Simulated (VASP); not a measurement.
# Os: convergence, equation of state

Os, Fm-3m (no. 225), 1 atom in the cell. MS2; PAW potentials Os (PBE set). VASP 6.6.1.

Wanted: equilibrium volume within 2.5 %; bulk modulus within 12.5 %.

What the run is for: choice of potentials; Accuracy asked: screening; Volumes (times the given one): 0.91, 0.94, 0.97, 1, 1.03, 1.06, 1.09.

## Potentials and cutoff

| Potentials and cutoff | Equilibrium volume (Å³/atom) | Bulk modulus (GPa) | Time (s) |
|---|---|---|---|
| Os_sv_GW, ENCUT 510 | 13.86 | 438.7 | 378 |
| Os_pv, ENCUT 450 | 14.02 | 441.4 | 217 |
| Os, ENCUT 450 | 13.87 | 446.7 | 193 |

Chosen: Os, ENCUT 450, the fastest of those that stay within the tolerance.

## All choices together

| Input | Equilibrium volume (Å³/atom) | Bulk modulus (GPa) | Time (s) |
|---|---|---|---|
| chosen settings | 13.87 | 446.7 | 193 |
| reference settings throughout | 13.86 | 438.7 | 378 |

The tolerance is met.

## The input

INCAR:
```
ALGO = Normal ; EDIFF = 1E-7
ENCUT = 450 ; GGA_COMPAT = False
ISIF = 2 ; ISMEAR = 1
LASPH = True ; LCHARG = False
LMIXTAU = True ; LREAL = False
LWAVE = False ; METAGGA = MS2
NELM = 120 ; NSW = 0
PREC = Accurate ; SIGMA = 0.1
```

KPOINTS:
```
k-points
0
Gamma
  14 14 14
```

POSCAR.step1:
```
Os
1.0
    0.0000000000      1.8848063507      1.8848063507
    1.8848063507      0.0000000000      1.8848063507
    1.8848063507      1.8848063507      0.0000000000
Os
1
Direct
    0.0000000000      0.0000000000      0.0000000000
```

POSCAR.step2:
```
Os
1.0
    0.0000000000      1.9052949815      1.9052949815
    1.9052949815      0.0000000000      1.9052949815
    1.9052949815      1.9052949815      0.0000000000
Os
1
Direct
    0.0000000000      0.0000000000      0.0000000000
```

POSCAR.step3:
```
Os
1.0
    0.0000000000      1.9253521920      1.9253521920
    1.9253521920      0.0000000000      1.9253521920
    1.9253521920      1.9253521920      0.0000000000
Os
1
Direct
    0.0000000000      0.0000000000      0.0000000000
```

POSCAR.step4:
```
Os
1.0
    0.0000000000      1.9450000000      1.9450000000
    1.9450000000      0.0000000000      1.9450000000
    1.9450000000      1.9450000000      0.0000000000
Os
1
Direct
    0.0000000000      0.0000000000      0.0000000000
```

POSCAR.step5:
```
Os
1.0
    0.0000000000      1.9642586782      1.9642586782
    1.9642586782      0.0000000000      1.9642586782
    1.9642586782      1.9642586782      0.0000000000
Os
1
Direct
    0.0000000000      0.0000000000      0.0000000000
```

POSCAR.step6:
```
Os
1.0
    0.0000000000      1.9831469396      1.9831469396
    1.9831469396      0.0000000000      1.9831469396
    1.9831469396      1.9831469396      0.0000000000
Os
1
Direct
    0.0000000000      0.0000000000      0.0000000000
```

POSCAR.step7:
```
Os
1.0
    0.0000000000      2.0016820975      2.0016820975
    2.0016820975      0.0000000000      2.0016820975
    2.0016820975      2.0016820975      0.0000000000
Os
1
Direct
    0.0000000000      0.0000000000      0.0000000000
```

Commands (each step's output is kept before the next begins):
```
cat potpaw_PBE.64/Os/POTCAR > POTCAR
cp POSCAR.step1 POSCAR
mpirun -np 1 vasp_std > vasp.out
cp POSCAR.step2 POSCAR
mpirun -np 1 vasp_std > vasp.out
cp POSCAR.step3 POSCAR
mpirun -np 1 vasp_std > vasp.out
cp POSCAR.step4 POSCAR
mpirun -np 1 vasp_std > vasp.out
cp POSCAR.step5 POSCAR
mpirun -np 1 vasp_std > vasp.out
cp POSCAR.step6 POSCAR
mpirun -np 1 vasp_std > vasp.out
cp POSCAR.step7 POSCAR
mpirun -np 1 vasp_std > vasp.out
```

Limits: Total energies under different potentials can't be compared; the cell and the gap can.

The chosen input took VASP 6.6.1 193 s on 1 core (Intel Xeon 6975P-C (Granite Rapids)), a shared host.
